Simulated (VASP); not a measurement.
# NiO (Fm-3m) in VASP: a series of runs, part 2 of 3

VASP 6.6.1. The steps go on from the part before.

## Step 3: Relaxation of cell and atoms, PBE, collinear spin, ferromagnetic start

Input file INCAR:

```
PREC = Accurate ; ENCUT = 900
EDIFF = 1E-7 ; ISMEAR = -1
SIGMA = 0.05 ; LREAL = False
LASPH = True ; NELM = 150
ALGO = Normal ; ISIF = 3
LWAVE = False ; LCHARG = False
ISPIN = 2 ; MAGMOM = 1 0
LORBIT = 11 ; LMAXMIX = 4
GGA = PE ; IBRION = 2
NSW = 40 ; EDIFFG = -0.01
```

Input file KPOINTS:

```
regular mesh
0
Gamma
  8 8 8
```

Input file POSCAR:

```
NiO
1.0
    0.0000000000      2.0913095100      2.0913095100
    2.0913095100      0.0000000000      2.0913095100
    2.0913095100      2.0913095100      0.0000000000
Ni O
1 1
Direct
    0.0000000000      0.0000000000      0.0000000000
    0.5000000000      0.5000000000      0.5000000000
```

Potentials or basis: VASP PAW PBE potentials, release 64 (Ni, O).

The run is started by

```
cat potpaw_PBE.64/Ni/POTCAR potpaw_PBE.64/O/POTCAR > POTCAR
mpirun -np 1 vasp_std > vasp.out
```

OUTCAR:

```text
PREC = Accurate
   ENCUT = 900
   EDIFF = 1E-7
   ISMEAR = -1
   LREAL = False
   LASPH = True
   NELM = 150
   ISIF = 3
   ISPIN = 2
   LORBIT = 11
   GGA = PE
   IBRION = 2
   NSW = 40
   EDIFFG = -0.01

 ion  position               nearest neighbor table
   1  0.000  0.000  0.000-   2 2.09   2 2.09   2 2.09   2 2.09   2 2.09   2 2.09
   2  0.500  0.500  0.500-   1 2.09   1 2.09   1 2.09   1 2.09   1 2.09   1 2.09

  LATTYP: Found a face centered cubic cell.
 ALAT       =     4.1826190200

  Lattice vectors:

 A1 = (   0.0000000000,   2.0913095100,   2.0913095100)
 A2 = (   2.0913095100,   0.0000000000,   2.0913095100)
 A3 = (   2.0913095100,   2.0913095100,   0.0000000000)

Analysis of symmetry for initial positions (statically):
=====================================================================
 Subroutine PRICEL returns:
 Original cell was already a primitive cell.

 Routine SETGRP: Setting up the symmetry group for a
 face centered cubic supercell.

 Subroutine GETGRP returns: Found 48 space group operations
 (whereof 48 operations were pure point group operations)
 out of a pool of 48 trial point group operations.

The static configuration has the point symmetry O_h .

Analysis of symmetry for dynamics (positions and initial velocities):
=====================================================================
 Subroutine PRICEL returns:
 Original cell was already a primitive cell.

 Routine SETGRP: Setting up the symmetry group for a
 face centered cubic supercell.

 Subroutine GETGRP returns: Found 48 space group operations
 (whereof 48 operations were pure point group operations)
 out of a pool of 48 trial point group operations.

The dynamic configuration has the point symmetry O_h .

Analysis of structural, dynamic, and magnetic symmetry:
=====================================================================
 Subroutine PRICEL returns:
 Original cell was already a primitive cell.

 Routine SETGRP: Setting up the symmetry group for a
 face centered cubic supercell.

 Subroutine GETGRP returns: Found 48 space group operations
 (whereof 48 operations were pure point group operations)
 out of a pool of 48 trial point group operations.

[... 153 lines left out ...]

  FORCE on cell =-STRESS in cart. coord.  units (eV):
  Direction    XX          YY          ZZ          XY          YZ          ZX
  --------------------------------------------------------------------------------------
  -------------------------------------------------------------------------------------
  Total        0.5554359      0.5554359      0.5554359      0.0000000     -0.0000000      0.0000000
  in kB       48.6473982     48.6473982     48.6473982      0.0000000     -0.0000000      0.0000000
  external PRESSURE =      48.6473982 kB  Pullay stress =       0.0000000 kB
[... 59 lines left out ...]
--------------------------------------- Ionic step        3  -------------------------------------------

 number of electron      16.0000002 magnetization       1.8290589

 Free energy of the ion-electron system (eV)
  ---------------------------------------------------
  ext. energy  EPLUGINS =         0.00000000
  ---------------------------------------------------
  free energy    TOTEN  =       -11.49001132 eV

  energy without entropy =      -11.48337260  energy(sigma->0) =      -11.48669196

 E-fermi :   7.4650     XC(G=0): -12.5041

 val. band max:        7.3853507719   @ k =   0.3750   0.0000   0.0000
 cond. band min:       7.5143621511   @ k =  -0.2500   0.2500   0.0000
 fundamental gap:      0.1290113792
 Fermi energy:         7.4649929521

 spin component 1

 k-point     1 :       0.0000    0.0000    0.0000
  band No.  band energies     occupation
      1     -12.6129      1.00000
      2       4.2968      1.00000
      3       4.2969      1.00000
      4       4.6004      1.00000
      5       4.6004      1.00000
      6       4.6004      1.00000
      7       4.8325      1.00000
      8       4.8325      1.00000
      9       4.8325      1.00000
     10       8.8380      0.00000
     11      25.2281      0.00000
     12      26.1578      0.00000
     13      26.1578      0.00000
[... 356 lines left out ...]
      2       0.2406      1.00000
      3       1.6443      1.00000
      4       1.8702      1.00000
      5       5.2033      1.00000
      6       5.5046      1.00000
      7       5.8901      1.00000
      8       6.4164      1.00000
      9       7.0315      0.99983
     10      15.1902      0.00000
     11      16.4711      0.00000
     12      19.0055      0.00000
     13      21.8546      0.00000

 [... further k-points ...]

 spin component 2

 k-point     1 :       0.0000    0.0000    0.0000
  band No.  band energies     occupation
      1     -12.1428      1.00000
      2       5.1422      1.00000
      3       5.1422      1.00000
      4       5.1422      1.00000
      5       5.6747      1.00000
      6       5.6749      1.00000
      7       5.6749      1.00000
      8       6.9386      0.99997
      9       6.9388      0.99997
     10       9.1997      0.00000
     11      25.1584      0.00000
     12      26.3753      0.00000
     13      26.3753      0.00000
[... 397 lines left out ...]
  FREE ENERGIE OF THE ION-ELECTRON SYSTEM (eV)
  ---------------------------------------------------
  free  energy   TOTEN  =       -11.4900113152 eV

  energy  without entropy=      -11.4833725986  energy(sigma->0) =      -11.48669196

 reached required accuracy - stopping structural energy minimisation

 total charge

# of ion       s       p       d       tot
------------------------------------------
    1        0.323   0.383   8.221   8.927
    2        1.552   3.413   0.000   4.965
--------------------------------------------------
tot          1.875   3.796   8.221  13.892

 magnetization (x)

# of ion       s       p       d       tot
------------------------------------------
    1        0.011   0.015   1.469   1.495
    2        0.027   0.260   0.000   0.287
--------------------------------------------------
tot          0.038   0.275   1.469   1.782
```

Wall time 66 s (1 thread of Intel Xeon 6975P-C (Granite Rapids), shared host); peak memory 0.2 GiB.

What came out:

| Quantity | Value |
| --- | --- |
| Free energy | -11.4900 eV |
| Relaxed volume | 9.38 Å³/atom |
| Relaxed cell | a = 2.983 Å, b = 2.983 Å, c = 2.983 Å, α = 60.00°, β = 60.00°, γ = 60.00° |
| Space group after relaxing (to 0.05 Å) | Fm-3m (No. 225) |
| Energy gained by relaxing | 3.5 meV/atom |
| Ionic steps | 3 |
| Pressure after relaxing | 0.0 GPa |
| Band gap on the k mesh | none (metal or under the smearing width) |
| Net moment | 1.83 μB per cell |
| Site moments | Ni +1.50; O +0.29 μB |
| Valence electrons inside the program's atomic spheres | Ni 8.93; O 4.96 |

The path:
| step | energy change (eV) | largest force (eV/Å) | pressure (GPa) | volume (Å³) |
| --- | --- | --- | --- | --- |
| 1 | 0.0000 | 0.0000 | 4.86 | 18.29 |
| 2 | -0.0049 | 0.0000 | -2.52 | 19.04 |
| 3 | -0.0070 | 0.0000 | 0.02 | 18.77 |

Final structure:
```xyz
2
Lattice="0.0000 2.1092 2.1092 2.1092 0.0000 2.1092 2.1092 2.1092 0.0000" Properties=species:S:1:pos:R:3 pbc="T T T"
Ni    0.0000    0.0000    0.0000
O     2.1092    2.1092    2.1092
```

Caveat: a cell with one magnetic atom can't hold antiferromagnetic order, which such compounds often take; semilocal functionals often make such compounds metallic where correlation or magnetic order opens a gap, which also shifts bond lengths. PBE usually gives volumes a little too large and moduli too small.

[end of part 2 of 3]
